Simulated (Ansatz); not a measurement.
Write the native input for Ansatz 0.2.0 that does the following.

| Property | Result |
| --- | --- |
| Task | single point |
| Functional | PBE |
| Potentials or basis | all-electron LAPW, scalar-relativistic |
| Cutoff | 186 eV (chosen from the basis error) |
| Basis error allowed | 0.001 eV/atom |
| k mesh | 7 × 7 × 10 |
| Occupations | fermi-dirac, width 0.05 eV |
| Spin | no spin polarisation |

Al:

```
Al
1.0
     4.54673    0.00000    0.00000
    -2.27337    3.93758    0.00000
     0.00000    0.00000    2.75393
Al
2
Direct
  0.33314 0.66047 0.49029
  0.66687 0.34561 0.50722
```

The cell was built by a generator and needn't be a form met in nature.

The cell isn't the ideal one: atoms moved at random, drawn with an rms of 0.05 Å.

These files were run (other wordings do the same):

input.yaml

```yaml
crystal:
  lattice:
    - [4.54673, 0.0, 0.0]
    - [-2.27337, 3.93758, 0.0]
    - [0.0, 0.0, 2.75393]
  atoms:
    - { symbol: Al, position: [0.333143, 0.660468, 0.490295] }
    - { symbol: Al, position: [0.666874, 0.345611, 0.507218] }
kpoints:
  mp_grid: { grid: [7, 7, 10] }
scf:
  occupations: { method: fermi_dirac, width: 0.05 }
hamiltonian:
  xc: pbe
  pseudopotentials: { kind: all_electron, lapw: { basis_error: 0.001 } }
output:
  forces: true
  stress: true
  eigenvalues: true
  populations: true
```

Potentials or basis: all-electron LAPW, scalar-relativistic.

Command:

```bash
$ ansatz run input.yaml --threads 1 --pin off --max-ram 3072MiB --backend cpu --events-out ev --progress --plain --runs-dir out
```

It gave:

```
Pressure               : 0.1 GPa
Largest force          : 0.494 eV/Å
Band gap on the k mesh : none (metal or under the smearing width)
```

It took 55 s on 1 thread of Intel(R) Xeon(R) Processor @ 2.50GHz (Skylake/Cascade Lake) (shared host), peak memory 0.41 GiB.
